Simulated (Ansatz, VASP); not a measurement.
# Al64N63 (V_N): VASP beside Ansatz

Wanted: the spread between two codes on one cell, functional and k mesh. The cell is taken from a series of runs on this material, whose earlier steps may have relaxed, scaled, displaced or heated it; both programs get it as it stands.

Program: Ansatz 0.2.0. Level of theory: plane waves, with VASP 6.6.1 beside it; single point at PBE0 form with 30 % exact exchange with an exact-exchange share of 0.3. Results are calculated unless marked as measured.

### 1. Set-up

The cell holds 127 atoms: 64 Al and 63 N. Cell: a = 14.686 Å, b = 14.686 Å, c = 11.753 Å, α = 125.1°, β = 125.1°, γ = 94.5°. It derives from AlN (AlN (P6_3mc)). Nearest the centre at fractional (0.554, 0.637, 0.750): Al61 at 1.93 Å, Al31 at 1.93 Å, Al54 at 1.93 Å, Al27 at 1.99 Å, N126 at 3.05 Å, N124 at 3.06 Å, N110 at 3.06 Å, N120 at 3.06 Å. The cell carries charge +1.

### 2. Ansatz: single point, PBE0 form with 30 % exact exchange with an exact-exchange share of 0.3

Ansatz runs on its PAW soft_1 files.

With cell and atoms fixed, the geometry can't cause a difference; cores, projectors, grids and the points listed under the comparison can.

File input.yaml:

```yaml
crystal:
  checkpoint: "../qp1.relax.run"
  host: checkpoint
total_charge: 1
basis:
  ecutwfc: 420
  xc_grid: 2
hamiltonian:
  xc: { preset: pbe0, exx: 0.3 }
  pseudopotentials: { kind: paw, azcp: { folder: soft_1 } }
kpoints:
  mp_grid: { grid: [1, 1, 1] }
scf:
  occupations: { method: fixed }
  max_iter: 80
output:
  forces: true
  charged_corrections:
    epsilon: [4.5, 4.5, 4.73]
    static_epsilon: [8.2, 8.2, 9.74]
    defect_position: [0.553575, 0.636908, 0.75]
  eigenvalues: true
  eigenstates: { localisation: true }
checkpoint:
  read: "../qp1.relax.run"
  write: "../qp1.a30.run"
  compress: false
  write_wavefunctions: false
  write_every: 100000
```

On the command line:

```sh
> ansatz run input.yaml --threads 32 --pin off --max-ram 84787MiB --backend cuda --events-out ev --progress --plain --runs-dir out --max-vram 78GiB
```

Numbers of over 12 decimals in the logs are rounded to 6 here.

The log of the run:

```text
Warning: checkpoint.read: hamiltonian.xc differs: saved pbesol, current {"exchange":"pbe","correlation":"pbe","exx":{"coeff":0.3,"omega":null}}; the SCF iterates under this deck's functional from the saved state
crystal.checkpoint: the structure is that of <dir>, a `relax` run, at its step 5: its result, under pbesol at a charge of 1 e; 127 atoms read, 0 with a starting moment; this deck's functional is {"exchange":"pbe","correlation":"pbe","exx":{"coeff":0.3,"omega":null}}; crystal.structure_sha256 for this input is
Engine: ansatz 0.2.0, aarch64-unknown-linux-gnu
Pseudopotentials: kind: paw
Pseudopotential: Al, paw, valence charge 3, recommended cutoff 420 eV (normal), soft_1/Al.paw.azcp
Pseudopotential: N, paw, valence charge 5, recommended cutoff 420 eV (normal), soft_1/N.paw.azcp
Functional definition: unnamed
  parameter a_1 = 0.3
  exchange = (1 - a_1)*pbe_x + a_1*exact_x
  correlation = pbe_c
davidson cushion auto → on  (no smearing: the cushion is to keep the highest requested band from converging to the state above it; pin scf.eigensolver.cushion to override)
device memory: the entry about to start is reckoned to put 3.8 GiB on a device that reports 172.4 GiB free (of which the cap on the GPU budget leaves the run 78.0 GiB)
GPU FFT provider: cuFFT
GPU libraries: cuBLAS 13.8.1, cuFFT 12.4.0, cuSOLVER 12.3.2
GPU matrix products: emulated (plane waves: as basis.precision tells), large ones in fixed point in workspaces of 1.00 GiB
Crystal: 127 atoms, lattice volume = 1338.931 Å³
Basis set: ecut = 420 eV, 26161 PW (Γ), exchange–correlation on 200×200×160 points (8 copies of the dense FFT grid, shifted against one another)
Bands: 380, of which v1, the nominal top of the filled ones, is band 253 counted from 1 (252 counted from 0)
Symmetry: 1 space group operations
Space group: P1 (ITA 1), of the structure as read, at distance tolerance 1.1e-4 Å
k-points: 1
Non-local potential: Al, projectors of the file, l = 0: 2, l = 1: 2, l = 2: 1
Non-local potential: N, projectors of the file, l = 0: 2, l = 1: 2, l = 2: 1
PAW form: soft (Blöchl's): semilocal exchange-correlation on the pseudo side does not see the compensation charge
PAW frozen core: Al, regenerated for the run's functional, and the local potential with it (the file was generated under x = pbe(κ = 0.804, μ = 0.219515), c = pbe(β = 0.066725))
PAW frozen core: N, regenerated for the run's functional, and the local potential with it (the file was generated under x = pbe(κ = 0.804, μ = 0.219515), c = pbe(β = 0.066725))
PAW one-centre angular grid: Al, 110 points (default); XC on 64 Gauss nodes
PAW one-centre angular grid: N, 110 points (default); XC on 64 Gauss nodes
Initial density: read from a saved state, or passed on in memory by an earlier SCF of this step, an earlier step, the calling program or the single point that the run made first
Initial wavefunctions: pseudopotential atomic-orbital guess
GPU buffer pool allocated for 800000 grid points (all kernels)
GPU transforms: local potential and band sums: pruned to the plane-wave sphere, on 100×100×80
Functional: x = pbe(κ = 0.804, μ = 0.219515), c = pbe(β = 0.066725), warm-up for x = 0.7 pbe(κ = 0.804, μ = 0.219515) + 0.3 exact, c = pbe(β = 0.066725)
iter 1 solved again at ethr=3.57e-4 eV; its pass at ethr=1.00e-1 eV (dr2=1.81e0 eV) is discarded
SCF iter   1: F=—  HF=-58772.506169 eV  |Δ(HF+E_count)|=         —  Δρ=1.11e-2  dr2=1.73e0  Hψ=2825
preconditioner: auto → none  [insulator: Δε(μ)=3.918 eV  Ē_g=13.076 eV  n_scr=288 (ndim 8)  ℏωp=22.8 eV  f_vac=0.000]
SCF iter   2: F=—  HF=-58772.073157 eV  |Δ(HF+E_count)|=   4.33e-1  Δρ=4.70e-3  dr2=2.34e-1  Hψ=1132
iter 3 solved again at ethr=1.02e-6 eV; its pass at ethr=4.63e-5 eV (dr2=5.17e-3 eV) is discarded
SCF iter   3: F=—  HF=-58772.003014 eV  |Δ(HF+E_count)|=   7.01e-2  Δρ=8.02e-4  dr2=5.12e-3  Hψ=2101
SCF iter   4: F=—  HF=-58772.003065 eV  |Δ(HF+E_count)|=   5.09e-5  Δρ=3.42e-4  dr2=2.63e-3  Hψ=1053
SCF iter   5: F=-58772.002493 eV  HF=-58772.002610 eV  |Δ(HF+E_count)|=   4.54e-4  Δρ=8.39e-5  dr2=1.36e-4  Hψ=1025
SCF 1 stopped early in 5 iterations: F = -58772.002493 eV  dr2 = 1.36e-4
  greatest PAW one-centre occupation: 0.790 electrons in one spin orbital (limit 2), on the N atom at site 89 (counted from 0), in its partial waves of l = 0
device memory: the entry about to start is reckoned to put 5.9 GiB (of the 6.3 GiB reckoned in all, the device holds 0.4 GiB already) on a device that reports 172.0 GiB free (of which the cap on the GPU budget leaves the run 77.6 GiB)
GPU FFT provider: cuFFT
GPU libraries: cuBLAS 13.8.1, cuFFT 12.4.0, cuSOLVER 12.3.2
GPU matrix products: emulated (plane waves: as basis.precision tells), large ones in fixed point in workspaces of 1.00 GiB
Initial density: handed on by an earlier stage of this run
Initial wavefunctions: those handed on with the density
GPU buffer pool allocated for 800000 grid points (all kernels)
GPU transforms: local potential and band sums: pruned to the plane-wave sphere, on 100×100×80
Functional: x = 0.7 pbe(κ = 0.804, μ = 0.219515) + 0.3 exact, c = pbe(β = 0.066725)
Frozen-core exchange: fock
SCF iter   1: F=—  HF=-58825.943820 eV  |Δ(HF+E_count)|=         —  Δρ=6.89e-3  dr2=3.34e-1  Hψ=2448
preconditioner: auto → none  [insulator: Δε(μ)=5.833 eV  Ē_g=16.337 eV  n_scr=288 (ndim 8)  ℏωp=22.8 eV  f_vac=0.000]
SCF iter   2: F=—  HF=-58825.815214 eV  |Δ(HF+E_count)|=   1.29e-1  Δρ=2.98e-3  dr2=1.15e-1  Hψ=1676
SCF iter   3: F=—  HF=-58826.171917 eV  |Δ(HF+E_count)|=   3.57e-1  Δρ=1.07e-3  dr2=3.32e-2  Hψ=1695
SCF iter   4: F=—  HF=-58826.164790 eV  |Δ(HF+E_count)|=   7.13e-3  Δρ=3.40e-4  dr2=1.09e-2  Hψ=1584
SCF iter   5: F=—  HF=-58826.162406 eV  |Δ(HF+E_count)|=   2.38e-3  Δρ=8.43e-5  dr2=1.27e-3  Hψ=1276
SCF iter   6: F=—  HF=-58826.169541 eV  |Δ(HF+E_count)|=   7.14e-3  Δρ=1.34e-4  dr2=3.43e-4  Hψ=1715
SCF iter   7: F=-58826.169465 eV  HF=-58826.169473 eV  |Δ(HF+E_count)|=   6.89e-5  Δρ=2.40e-5  dr2=5.97e-5  Hψ=1194
SCF 2 stopped early in 7 iterations: F = -58826.169465 eV  dr2 = 5.97e-5
  Residual-converged pass: ⟨swp⟩=3.0  Hψ=962  notcnv=0  max |occ|·‖R‖ = 2.0e-6 eV (tolerance 6.7e-6 eV)  dr2=5.98e-5  dr2_onsite=5.06e-7  max |Δocc| = 0.0e0
hybrid outer 1: dexx = +4.237e-1 eV, tail = 3.07e-4 eV
GPU FFT provider: cuFFT
GPU libraries: cuBLAS 13.8.1, cuFFT 12.4.0, cuSOLVER 12.3.2
GPU matrix products: emulated (plane waves: as basis.precision tells), large ones in fixed point in workspaces of 1.00 GiB
GPU buffer pool allocated for 800000 grid points (all kernels)
GPU transforms: local potential and band sums: pruned to the plane-wave sphere, on 100×100×80
Frozen-core exchange: fock
SCF iter   1: F=—  HF=-58826.167387 eV  |Δ(HF+E_count)|=         —  Δρ=2.65e-5  dr2=6.34e-6  Hψ=943
preconditioner: auto → none  [insulator: Δε(μ)=5.906 eV  Ē_g=16.347 eV  n_scr=288 (ndim 8)  ℏωp=22.8 eV  f_vac=0.000]
SCF iter   2: F=—  HF=-58826.167392 eV  |Δ(HF+E_count)|=   4.81e-6  Δρ=1.37e-5  dr2=1.34e-6  Hψ=1429
SCF iter   3: F=—  HF=-58826.167392 eV  |Δ(HF+E_count)|=   9.91e-8  Δρ=6.16e-6  dr2=1.56e-7  Hψ=961
SCF iter   4: F=—  HF=-58826.167392 eV  |Δ(HF+E_count)|=   5.30e-7  Δρ=2.47e-6  dr2=1.20e-7  Hψ=1435
SCF iter   5: F=-58826.167392 eV  HF=-58826.167392 eV  |Δ(HF+E_count)|=   2.50e-8  Δρ=1.39e-6  dr2=4.48e-8  Hψ=1218
SCF 3 converged in 5 iterations: F = -58826.167392 eV  dr2 = 4.48e-8
  Residual-converged pass: ⟨swp⟩=2.0  Hψ=708  notcnv=0  max |occ|·‖R‖ = 2.4e-6 eV (tolerance 3.5e-6 eV)  dr2=4.50e-8  dr2_onsite=1.31e-9  max |Δocc| = 0.0e0
hybrid outer 2: dexx = +6.052e-6 eV, tail = 1.32e-7 eV, Δε = 1.78e-3 eV (about 4.44e-5 eV left of the loop's levels), ΔF = 4.94e-3 eV/Å (tail 5.99e-4)
hybrid SCF converged: 2 outer / 12 inner (+5 warm-up), last move |dexx| = 6.05e-6 eV, tail = 1.32e-7 eV
Stability not checked: this state was not tested for a lower state beside it, because the functional holds exact exchange (a hybrid, or Hartree-Fock), whose exchange loop this test does not read (fock_operator; see scf.lower_state_search)
Free energy (F): -58826.167393 eV
Frozen-core exchange: fock
Harris-Foulkes:  -58826.167393 eV  (|F-HF|=4.03e-8)
Internal energy: -58826.167393 eV  (E = F + TS)
E sigma→0 (E₀):  -58826.167393 eV
Fermi energy:    5.972309 eV
--- Per-component energies (eV) ---
  E_band       = -166.925522
  E_kinetic    = 9916.666954
  E_local      = -13537.874256  (includes V_loc(G=0)·N_el)
  E_nonlocal   = 2736.923902
  E_hartree    = 5062.370508
  E_xc         = -4580.158332
  E_vxc        = -4944.820564  (∫ρ·V_xc dr)
  E_exx        = -1609.604142  (= α·E_x^exact, valence–valence)
  E_paw        = -38260.610665  (= ΣΔE_a)
  E_vpaw       = -1243.401609  (= ΣTr[D̂ρ^β])
  E_aug_tail   = 0.054166  (compensation charges beyond the density's cutoff)
  E_ewald      = -18548.933276
  E_core_change = -5.002250  (= ΣΔE_core)
  E_smearing   = -0.000000  (= −TS)
  E_closure    = -0.000001  (closes the sum)
  E_deformation_potential = 17.062512  (in the stress; not in F)
  Σ components = -58826.167393   (vs F -58826.167393, Δ=7.28e-12)
--- Forces (eV/Å), atoms counted from 1 ---
  atom   1  Al    -0.01929044     0.00734625    -0.01124044
  atom   2  Al    -0.02286510    -0.00369909    -0.01663071
  atom   3  Al    -0.01783153     0.01133627    -0.03017881
  atom   4  Al    -0.02041991     0.00692470    -0.00977692
  atom   5  Al     0.01176240    -0.00291376    -0.01100158
  atom   6  Al    -0.00557941    -0.02303948    -0.02042968
  [... 121 more lines of this table ...]
  max |Σ_I F_I| component: 1.17e-4 eV/Å
--- Charged-cell corrections in eV (Makov–Payne, q = +1.000 e, ε = [4.500, 4.500, 4.730] of the electrons, [8.200, 8.200, 9.740] with the ions) ---
  F (periodic)     = -58826.167393  (uncorrected; the corrections below are reported, never added to it)
  E_corr1          = +0.411408  (monopole, q²α_M/2ε̄L, of the cell on which ε is isotropic)
  F Makov-Payne    = n/a  (the rows are of the electrons' constant alone; ansatz place-levels tells what screens the charge)
  no potential alignment in this run, which stands beside a crystal: run the host's input off ansatz write-host-input, and read the two finished runs by ansatz place-levels (neither reads a slab, a wire or a sheet, whose cell leaves a vacuum)
--- Band table (eV) ---
  k-point 0: bands = ["-11.4369", "-10.6731", "-10.6278", "-10.5448", "-10.5140", "-10.4786", "-10.4315", "-10.4224", "-10.4183", "-10.4110", "-10.3760", "-10.3699", "-10.3490", "-9.8441", "-9.8405",
```

### 3. VASP: single point, PBE0 form with 30 % exact exchange with an exact-exchange share of 0.3

The same cell, functional and mesh now go to VASP, with its own data sets.

Lines of VASP's logs that name or quote its potential files are left out, and so is its time.

The run reads the wave functions of an earlier VASP run, which isn't shown here.

File INCAR:

```
SYSTEM = Al64N63
PREC = Accurate
ENCUT = 520
EDIFF = 1E-06
NELM = 100
ISMEAR = 0
SIGMA = 0.01
LREAL = Auto
ALGO = Normal
LHFCALC = .TRUE.
AEXX = 0.3
GGA = PE
LASPH = .TRUE.
NELECT = 506
NBANDS = 341
PRECFOCK = Fast
LORBIT = 11
LWAVE = .FALSE.
LCHARG = .FALSE.
ISIF = 2
```

File POSCAR:

```
Al64N63
1.0
   -9.3408221251      5.3929260535      9.9673535922
    9.3408221251     -5.3929260535      9.9673535922
    3.1136073087      5.3929261684     -9.9673535922
Al N
64 63
Direct
    0.2080700000      0.0413100000      0.9996400000
    0.2075900000      0.2903900000      0.2486900000
[... 3 atom lines left out ...]
    0.1662600000      0.3334000000      0.9993400000
[... 1 atom line left out ...]
    0.4166500000      0.3328500000      0.2491100000
[... 3 atom lines left out ...]
    0.4573100000      0.2902500000      0.4984700000
[... 1 atom line left out ...]
    0.1654300000      0.3326300000      0.4992600000
[... 1 atom line left out ...]
    0.4163900000      0.3326600000      0.7501400000
[... 2 atom lines left out ...]
    0.4584000000      0.5414000000      0.2497300000
    0.4572700000      0.7918100000      0.0000300000
    0.1660900000      0.5832800000      0.2496000000
[... 1 atom line left out ...]
    0.4163000000      0.5834900000      0.0010000000
[... 1 atom line left out ...]
    0.2073800000      0.5419300000      0.5002400000
[... 1 atom line left out ...]
    0.4539400000      0.5374700000      0.7501400000
    0.4581900000      0.7923400000      0.5005100000
[... 2 atom lines left out ...]
    0.4131100000      0.5818600000      0.4944700000
    0.4163600000      0.8339400000      0.7501400000
    0.7078200000      0.0419600000      0.9997600000
[... 1 atom line left out ...]
    0.9588100000      0.0418100000      0.2505300000
[... 10 atom lines left out ...]
    0.6666800000      0.3328300000      0.4999200000
[... 2 atom lines left out ...]
    0.7090000000      0.5419300000      0.0018200000
    0.7090200000      0.7918300000      0.2515900000
[... 1 atom line left out ...]
    0.9587400000      0.7919900000      0.0009400000
[... 1 atom line left out ...]
    0.6687800000      0.8375200000      0.0058000000
    0.9169000000      0.5830600000      0.0003500000
    0.9176900000      0.8338900000      0.2511800000
    0.7079300000      0.5411700000      0.4993200000
    0.7087100000      0.7921600000      0.7501200000
[... 2 atom lines left out ...]
    0.6687400000      0.5815900000      0.7501100000
[... 6 atom lines left out ...]
    0.3046000000      0.3875200000      0.2517400000
[... 2 atom lines left out ...]
    0.2618700000      0.1784900000      0.2498400000
[... 8 atom lines left out ...]
    0.2627200000      0.4293900000      0.5000100000
[... 5 atom lines left out ...]
    0.0121700000      0.9288400000      0.2502000000
[... 4 atom lines left out ...]
    0.3044000000      0.6373500000      0.5015600000
[... 3 atom lines left out ...]
    0.2619100000      0.6787000000      0.7501500000
[... 6 atom lines left out ...]
    0.5121000000      0.4287800000      0.2500700000
[... 3 atom lines left out ...]
    0.5530100000      0.3874800000      0.5003000000
[... 3 atom lines left out ...]
    0.5129200000      0.4296400000      0.7501900000
[... 3 atom lines left out ...]
    0.5530000000      0.8859400000      0.9987500000
    0.8028300000      0.6373200000      0.9999400000
    0.8030200000      0.8859500000      0.2485900000
    0.5128700000      0.6795300000      0.0003100000
[... 1 atom line left out ...]
    0.7622100000      0.6788200000      0.2505000000
    0.7608400000      0.9270800000      0.9986300000
[... 3 atom lines left out ...]
    0.5123200000      0.6785700000      0.5016000000
    0.5119600000      0.9286800000      0.7501400000
    0.7606400000      0.6784300000      0.7501400000
    0.7622700000      0.9289000000      0.5001200000
```

File KPOINTS:

```
Automatic mesh
0
Gamma
1 1 1
0 0 0
```

The projector-augmented-wave data sets are Al and N (PBE family, release 64).

On the command line:

```sh
> export OMP_NUM_THREADS=4
> mpirun -np 1 vasp_gam
```

The log of the run:

```text
[banner, memory and clock lines left out]
running    1 mpi-ranks, on    1 nodes
[...]
Offloading initialized ...    1 GPUs detected
[...]
LDA part: xc-table for (Slater+PW92), standard interpolation
 found WAVECAR, reading the header
 POSCAR, INCAR and KPOINTS ok, starting setup
[...]
reading WAVECAR
 the WAVECAR file was read successfully
 initial charge from wavefunction
 entering main loop
       N       E                     dE             d eps       ncg     rms          rms(c)
DAV:   1    -0.121413253410E+04   -0.12141E+04   -0.44194E+01   860   0.103E+01    0.929E+01
DAV:   2    -0.121464320309E+04   -0.51067E+00   -0.12000E+00   876   0.195E+00    0.681E+01
DAV:   3    -0.121459669460E+04    0.46508E-01   -0.29590E-02   780   0.333E-01    0.427E+01
DAV:   4    -0.121457305065E+04    0.23644E-01   -0.12699E-02   764   0.174E-01    0.256E+01
[...]
DAV:  10    -0.121456304513E+04    0.22462E-04   -0.10872E-05   780   0.666E-03    0.985E-01
DAV:  11    -0.121456304069E+04    0.44365E-05   -0.38495E-06   628   0.421E-03    0.568E-01
DAV:  12    -0.121456304099E+04   -0.29584E-06   -0.14097E-06   455   0.274E-03
   1 F= -.12145630E+04 E0= -.12145630E+04  d E =-.381118E-40
```

Parts of OUTCAR (step 3):

```text
  FREE ENERGIE OF THE ION-ELECTRON SYSTEM (eV)
  ---------------------------------------------------
  free  energy   TOTEN  =     -1214.5630409888 eV

  energy  without entropy=    -1214.5630409888  energy(sigma->0) =    -1214.56304099
```

The run ends at a pressure of -4.41 GPa, with forces up to 0.28 eV/Å.

### 4. Side by side

Known differences besides the potentials themselves: exact exchange at q = 0 is treated differently, which shows on coarse meshes; VASP keeps PBE cores, Ansatz makes them for the functional; fixed occupations in Ansatz, narrow Gaussian smearing in VASP; the cutoff is 420 eV in Ansatz and 520 eV in VASP (PREC = Accurate, projectors in real space); VASP takes a coarser grid for exact exchange (PRECFOCK = Fast). Total energies have different zeros and are not compared.

Compared:

```
              quantity  Ansatz   VASP  difference
gap on the k mesh (eV)   5.907  5.985      -0.078
```

Forces on 9 of the 127 atoms, those with the largest forces and the largest differences (eV/Å; atoms numbered as in POSCAR):

```
atom         Ansatz x, y, z            VASP x, y, z
Al27  -0.014, 0.010, -0.281   -0.015, 0.011, -0.269
Al31   0.000, -0.268, 0.082    0.000, -0.259, 0.084
Al54    0.233, 0.137, 0.082     0.225, 0.133, 0.083
Al61   -0.225, 0.132, 0.122    -0.219, 0.128, 0.120
N110   0.095, -0.060, 0.029    0.087, -0.057, 0.027
N114  -0.086, -0.009, 0.002  -0.081, -0.016, -0.004
N115   0.029, -0.018, 0.001   0.032, -0.010, -0.008
N116  -0.042, -0.043, 0.026   -0.047, -0.033, 0.018
N117  -0.057, -0.040, 0.053   -0.051, -0.036, 0.051
```

The forces differ by 2.8 meV/Å r.m.s., which is 7.6 % of the r.m.s. force of 0.036 eV/Å (both taken over all components). A gap on the mesh is an upper bound, since the band edges may lie between its points. The cell carries a charge of +1 e against a uniform background, so its pressure also hangs on how the neutralising background is counted, and in a defect's cell a gap may be the spacing between its levels.

### 5. Summary of results

| Property | Result |
| --- | --- |
| r.m.s. force difference (single point, PBE0 form with 30 % exact exchange with an exact-exchange share of 0.3) | 2.8 meV/Å |
| difference in gap on the k mesh (single point, PBE0 form with 30 % exact exchange with an exact-exchange share of 0.3) | -0.078 eV |

In words: The difference in gap on the k mesh is -0.078 eV (single point, PBE0 form with 30 % exact exchange with an exact-exchange share of 0.3), at about the 0.08 eV picked in this series as the mark of a large difference. Such differences can come from data sets, numerical settings and the points named under the comparisons, not from the functional's error against experiment.

[Lines on the potential files, build, host, timing and source positions are cut from VASP's logs without a mark.]

[Logs are printed without paths, hosts, clocks, repeated set-up lines and the standing remarks that a program may print on its own settings, such as how far it seeks lower states.]

[Hosts, paths, dates, database ids (printed as entryN), source tags and the programs' standing remarks are cut or masked in the printed files.]
